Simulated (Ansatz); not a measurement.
## Relaxed lattice of Te₂Mo against the functional

Method: plane-wave DFT with PAW (Ansatz; 420 eV, 500 eV for r²SCAN). Each run relaxes cell and atoms to zero pressure from this start:

```
Te Mo
1.0
     6.36161    0.00000    0.00000
     0.00000    3.48040    0.00000
    -0.08574    0.00000   36.17589
Te Mo
4 2
Direct
  0.07915 0.75000 0.44347
  0.92085 0.25000 0.55653
  0.57075 0.25000 0.45930
  0.42925 0.75000 0.54070
  0.81865 0.75000 0.50253
  0.18135 0.25000 0.49747
```

- Γ-centred k-mesh: 6×10×1
- occupation rule: Gaussian smearing, 0.1 eV
- spin treatment: unpolarised

Lengths are those of the conventional cell, space group P2_1/m.

Q: Order by relaxed volume, smallest first.
A. PBE
B. LDA
C. PBEsol

A: B (126.68 Å³/atom), C (128.49 Å³/atom), A (133.09 Å³/atom).

| functional | a (Å) | b (Å) | c (Å) | volume (Å³/atom) | gap on mesh (eV) |
| --- | --- | --- | --- | --- | --- |
| LDA | 6.278 | 3.349 | 36.149 | 126.68 | metal |
| PBEsol | 6.320 | 3.372 | 36.172 | 128.49 | metal |
| PBE | 6.363 | 3.469 | 36.171 | 133.09 | metal |

1 further run of this set didn't finish or converge.

Cost: 3 runs of about 23 core-minutes in all, on Intel Xeon Platinum 8259CL (Skylake/Cascade Lake) (shared hosts).